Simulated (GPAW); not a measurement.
# CdO (Monteponite) (Fm-3m) in GPAW: settings compared

The runs below take CdO (Monteponite) through single point, band structure, with TB-mBJ, PBE.

All numbers are computed with GPAW 26.7.0; they aren't measurements. Logs are shortened: lines on timing, memory, paths and dates and some standing lists are left out, and cuts for length are marked. The log counts tension as positive stress, the text compression.

### Step 1. The structure

The structure is cubic, space group Fm-3m (No. 225). The conventional cell has a = 4.699 Å, b = 4.699 Å, c = 4.699 Å, α = 90.00°, β = 90.00°, γ = 90.00°. Around Cd (site symmetry m-3m) lie 6 O at 2.35 Å. Around O (site symmetry m-3m) lie 6 Cd at 2.35 Å.

### Step 2. Single point, TB-mBJ

Contents of run.py:

```python
from ase.dft.bandgap import bandgap
from ase.io import write
from ase.spacegroup import crystal
from gpaw import GPAW, PW

# Cd 4a
# O 4b
atoms = crystal(['Cd', 'O'],
                basis=[[0.0, 0.0, 0.0],
                       [0.5, 0.0, 0.0]],
                spacegroup=225, setting=1,  # Fm-3m
                cellpar=[4.699, 4.699, 4.699, 90.0, 90.0, 90.0],
                primitive_cell=True)

calc = GPAW(mode=PW(800),
            xc='TB09',
            kpts={'size': (8, 8, 8), 'gamma': True},
            occupations={'name': 'fermi-dirac', 'width': 0.05},
            nbands=18,
            convergence={'density': 1e-05, 'energy': 1e-05},
            eigensolver='cg',
            maxiter=150,
            txt='gpaw.txt')
atoms.calc = calc
energy = atoms.get_potential_energy()
calc.write('gs.gpw')
write('result.traj', atoms)
print('Fermi level:', round(calc.get_fermi_level(), 4), 'eV')
print(f'Gap: {bandgap(calc)[0]:.4f} eV, direct: {bandgap(calc, direct=True)[0]:.4f} eV')
```

Potentials or basis: GPAW PAW data sets for LDA (gpaw-data 1.2.1), pw.

Run with:

```sh
> OMP_NUM_THREADS=1 python run.py
```

gpaw.txt:

```text
___ ___ ___ _ _ _
 |   |   |_  | | | |
 | | | | | . | | | |
 |__ |  _|___|_____|  26.7.0
 |___|_|

Input parameters:
  convergence: {density: 1e-05,
                energy: 1e-05}
  eigensolver: cg
  kpts: {gamma: True,
         size: (8, 8, 8)}
  maxiter: 150
  mode: {ecut: 800.0,
         name: pw}
  nbands: 18
  occupations: {name: fermi-dirac,
                width: 0.05}
  xc: TB09

System changes: positions, numbers, cell, pbc, initial_charges, initial_magmoms

Initialize ...

species:
  Cd:
    name:    Cadmium
    Z:       48.0
    valence: 12
    core:    36
    charge:  0.0  # [|e|]
    compensation charges:
      type: gauss
      rc: 0.38  # [Å]
      lmax: 2
    cutoffs:
      filter: 2.12  # [Å]
      core: 2.62  # [Å]
    projectors
    | kind |    occ | energy [eV] | rcut [Å] |
    |------|--------|-------------|----------|
    |   5s |  2.000 |      -5.950 |    1.191 |
    |   5p |  0.000 |      -1.328 |    1.228 |
    |   4d | 10.000 |     -11.904 |    1.164 |
    |    s |        |      21.261 |    1.191 |
    |    p |        |      25.883 |    1.228 |
    |    d |        |      15.307 |    1.164 |

    Using partial waves for Cd as LCAO basis

  O:
    name:    Oxygen
    Z:       8.0
    valence: 6
    core:    2
    charge:  0.0  # [|e|]
    compensation charges:
      type: gauss
      rc: 0.21  # [Å]
      lmax: 2
    cutoffs:
      filter: 1.17  # [Å]
      core: 0.83  # [Å]
    projectors
    | kind |    occ | energy [eV] | rcut [Å] |
    |------|--------|-------------|----------|
    |   2s |  2.000 |     -23.752 |    0.688 |
    |   2p |  4.000 |      -9.195 |    0.598 |
    |    s |        |       3.459 |    0.688 |
    |    p |        |      18.016 |    0.598 |
    |    d |        |       0.000 |    0.619 |

    Using partial waves for O as LCAO basis

Reference energy: -154063.874720  # eV

Spin-paired calculation

Convergence criteria:
 Maximum [total energy] change in last 3 cyles: 1e-05 eV / valence electron
 Maximum integral of absolute [dens]ity change: 1e-05 electrons / valence electron
 Maximum integral of absolute [eigenst]ate change: 4e-08 eV^2 / valence electron
 Maximum number of scf [iter]ations: 150
 (Square brackets indicate name in SCF output, whereas a 'c' in
 the SCF output indicates the quantity has converged.)

Symmetries present (total): 48

  ( 1  0  0)  ( 1  0  0)  ( 1  0  0)  ( 1  0  0)  ( 1  0 -1)  ( 1  0 -1)
  ( 1  0 -1)  ( 1 -1  0)  ( 0  1  0)  ( 0  0  1)  ( 1  0  0)  ( 1 -1  0)
  ( 1 -1  0)  ( 1  0 -1)  ( 0  0  1)  ( 0  1  0)  ( 1 -1  0)  ( 1  0  0)

  ( 1  0 -1)  ( 1  0 -1)  ( 1 -1  0)  ( 1 -1  0)  ( 1 -1  0)  ( 1 -1  0)
  ( 0  1 -1)  ( 0  0 -1)  ( 1  0  0)  ( 1  0 -1)  ( 0 -1  1)  ( 0 -1  0)
  ( 0  0 -1)  ( 0  1 -1)  ( 1  0 -1)  ( 1  0  0)  ( 0 -1  0)  ( 0 -1  1)

  ( 0  1  0)  ( 0  1  0)  ( 0  1  0)  ( 0  1  0)  ( 0  1 -1)  ( 0  1 -1)
  ( 1  0  0)  ( 0  1 -1)  ( 0  0  1)  (-1  1  0)  ( 1  0 -1)  ( 0  1  0)
[... 17 lines left out ...]

  (-1  0  1)  (-1  0  1)  (-1  0  0)  (-1  0  0)  (-1  0  0)  (-1  0  0)
  (-1  1  0)  (-1  0  0)  ( 0  0 -1)  ( 0 -1  0)  (-1  1  0)  (-1  0  1)
  (-1  0  0)  (-1  1  0)  ( 0 -1  0)  ( 0  0 -1)  (-1  0  1)  (-1  1  0)

512 k-points: 8 x 8 x 8 Monkhorst-Pack grid + [1/16,1/16,1/16]
29 k-points in the irreducible part of the Brillouin zone
       k-points in crystal coordinates                weights
   0:     0.00000000    0.00000000    0.00000000          1/512
   1:     0.12500000    0.12500000    0.00000000          6/512
   2:     0.12500000    0.12500000    0.12500000          8/512
   3:     0.25000000    0.12500000    0.12500000         12/512
   4:     0.25000000    0.25000000    0.00000000          6/512
   5:     0.25000000    0.25000000    0.12500000         24/512
   6:     0.25000000    0.25000000    0.25000000          8/512
   7:     0.37500000    0.25000000   -0.37500000         24/512
   8:     0.37500000    0.25000000    0.12500000         24/512
   9:     0.37500000    0.25000000    0.25000000         24/512
          ...
  28:     0.50000000    0.50000000    0.50000000          4/512

Wave functions: Plane wave expansion
  Cutoff energy: 800.000 eV
  Number of coefficients (min, max): 1318, 1363
  Pulay-stress correction: 0.000000 eV/Ang^3 (de/decut=0.000000)
  Using FFTW library
  ScaLapack parameters: grid=1x1, blocksize=None
  Wavefunction extrapolation:
    Improved wavefunction reuse through dual PAW basis

Occupation numbers: Fermi-Dirac:
  width: 0.0500  # eV

Eigensolver
   CG(niter=4, rtol=3.0e-01)

Densities:
  Coarse grid: 24*24*24 grid
  Fine grid: 48*48*48 grid
  Total Charge: 0.000000

Density mixing:
  Method: separate
  Backend: msr1
  Linear mixing parameter: 0.05
  old densities: 10
  Width of damping distribution: 1.1
  Damping of long wavelength oscillations: 20

Hamiltonian:
  XC and Coulomb potentials evaluated on a 48*48*48 grid
  Using the TB09 Exchange-Correlation functional
  External potential:
    NoExternalPotential

XC parameters: TB09 with 2 nearest neighbor stencil

Number of atoms: 2
Number of atomic orbitals: 13
Number of bands in calculation: 18
Number of valence electrons: 18
Bands to converge: occupied

... initialized

Initializing position-dependent things.

Density initialized from atomic densities
Creating initial wave functions:
  13 bands from LCAO basis set
  5 bands from random numbers

               O

       Cd

Atomic positions and initial magnetic moments

Positions:
   0 Cd     0.000000    0.000000    0.000000    ( 0.0000,  0.0000,  0.0000)
   1 O      2.349500    2.349500    2.349500    ( 0.0000,  0.0000,  0.0000)

Unit cell:
           periodic     x           y           z      points  spacing
  1. axis:    yes    0.000000    2.349500    2.349500    24     0.1130
  2. axis:    yes    2.349500    0.000000    2.349500    24     0.1130
  3. axis:    yes    2.349500    2.349500    0.000000    24     0.1130

  Lengths:   3.322695   3.322695   3.322695
  Angles:   60.000000  60.000000  60.000000

Effective grid spacing dv^(1/3) = 0.1233

iter:   1  4262.972173
iter:   2  4268.056480   +1.68  -0.98
iter:   3  4268.647699   +0.74  -1.04
iter:   4  4272.490101   -0.02  -1.07
iter:   5  4277.434544   -0.19  -1.24
iter:   6  4281.289621   -0.69  -1.50
iter:   7  4282.988661   -1.08  -1.89
iter:   8  4282.191728   -1.75  -2.23
iter:   9  4283.093434   -1.74  -2.31
iter:  10  4282.601023   -2.14  -2.33
iter:  11  4283.231783   -1.85  -2.43
[... 14 lines left out ...]
iter:  26  4283.537629   -4.58  -3.74
iter:  27  4283.524598   -4.84  -4.08
iter:  28  4283.530671   -5.30  -4.00
iter:  29  4283.532667   -5.77  -4.78
iter:  30  4283.532639   -6.54  -4.70
iter:  31  4283.533219   -7.11  -4.62
iter:  32  4283.533591   -7.89c -4.54
iter:  33  4283.534037   -7.95c -4.46
iter:  34  4283.537248   -6.87  -4.31
iter:  35  4283.537555   -6.98  -4.57
iter:  36  4283.539071   -7.37  -4.45
iter:  37  4283.539331   -7.53c -4.66
iter:  38  4283.540307   -7.75c -4.56
iter:  39  4283.541856   -7.34  -4.73
iter:  40  4283.543276   -7.48c -4.87
iter:  41  4283.544917   -7.37  -5.20c
iter:  42  4283.544706   -7.83c -6.14c
iter:  43  4283.544897   -8.49c -6.06c
iter:  44  4283.544738   -8.97c -6.25c
iter:  45  4283.544642   -8.86c -6.17c
iter:  46  4283.544851   -9.31c -6.09c
iter:  47  4283.544729   -9.12c -5.95c
iter:  48  4283.544722c  -9.27c -5.87c

Converged after 48 iterations.

Dipole moment: (-0.000000, -0.000000, -0.000000) |e|*Ang

Energy contributions relative to reference atoms: (reference = -154063.874720)

Kinetic:        +97.940861
Potential:      -84.663895
External:        +0.000000
XC:            +4270.775059
Entropy (-ST):   -0.000000
Local:           -0.507303
SIC:             +0.000000
--------------------------
Free energy:   +4283.544722
Extrapolated:  +4283.544722

Showing only first 2 kpts
 Kpt  Band  Eigenvalues  Occupancy
  0     7      6.07986    2.00000
  0     8      6.07986    2.00000
  0     9      8.73889    0.00001
  0    10     24.57203    0.00000

  1     7      6.03294    2.00000
  1     8      6.03294    2.00000
  1     9     10.09610    0.00000
  1    10     22.69973    0.00000

Fermi level: 8.10788

Gap: 1.413 eV
Transition (v -> c):
  (s=0, k=28, n=8, [0.50, 0.50, 0.50]) -> (s=0, k=0, n=9, [0.00, 0.00, 0.00])
Direct/indirect transitions are different
Direct gap: 2.659 eV
Transition at: (s=0, k=0, n=8, [0.00, 0.00, 0.00])
Writing to gs.gpw (mode='')
```

stdout:

```text
Fermi level: 8.1079 eV
Gap: 1.4127 eV, direct: 2.6590 eV
```

It took 66 s on 1 thread of Arm Neoverse V2, shared host; peak memory 0.28 GiB.

Results:

| Quantity | Value |
| --- | --- |
| Band gap on the k mesh | 1.41 eV, indirect (least direct gap 2.66 eV) |

Caveat: a model potential gives levels but no total energy; the PAW data sets were made with another functional, which shifts forces and pressure a little.

### Step 3. Band structure, PBE

Contents of run.py:

```python
from ase import Atoms
from ase.dft.bandgap import bandgap
from ase.io import write
from gpaw import GPAW

atoms = Atoms(['Cd', 'O'],
              cell=[[0.0, 2.3495, 2.3495],
                    [2.3495, 0.0, 2.3495],
                    [2.3495, 2.3495, 0.0]],
              scaled_positions=[[0.0, 0.0, 0.0],
                                [0.5, 0.5, 0.5]],
              pbc=True)

calc = GPAW(mode='lcao',
            h=0.2,
            basis='dz(dzp)',
            xc='PBE',
            kpts={'size': (8, 8, 8), 'gamma': True},
            occupations={'name': 'fermi-dirac', 'width': 0.05},
            convergence={'density': 1e-05, 'energy': 1e-05},
            maxiter=150,
            txt='gpaw.txt')
atoms.calc = calc
energy = atoms.get_potential_energy()
forces = atoms.get_forces()
calc.write('gs.gpw')
write('result.traj', atoms)
print(f'Energy: {energy:.6f} eV')
print('Forces (eV/A):')
print(forces.round(4))
print('Fermi level:', round(calc.get_fermi_level(), 4), 'eV')
print(f'Gap: {bandgap(calc)[0]:.4f} eV, direct: {bandgap(calc, direct=True)[0]:.4f} eV')

path = atoms.cell.bandpath('GXWKGLUWLK,UX', npoints=80, eps=1e-4)
bs_calc = calc.fixed_density(kpts=path, symmetry='off', txt='bands.txt')
bs = bs_calc.band_structure()
bs.write('bs.json')
print(f'Gap on the path: {bandgap(bs_calc)[0]:.4f} eV')
```

Potentials or basis: GPAW PAW data sets (gpaw-data 1.2.1), lcao:dz(dzp).

Run with:

```sh
> OMP_NUM_THREADS=1 python run.py
```

It took 41 s on 1 thread of Intel Xeon Platinum 8488C (Sapphire Rapids), shared host; peak memory 0.17 GiB.

These settings aren't checked as converged: the numbers below hold their error.

Results:

| Item | Value |
| --- | --- |
| Free energy | -6.2157 eV |
| Band gap along the path | none (metal or under the smearing width) |

Caveat: the real-space grid adds noise to forces; the basis of atomic orbitals isn't converged, which shifts pressures, moduli and gaps.
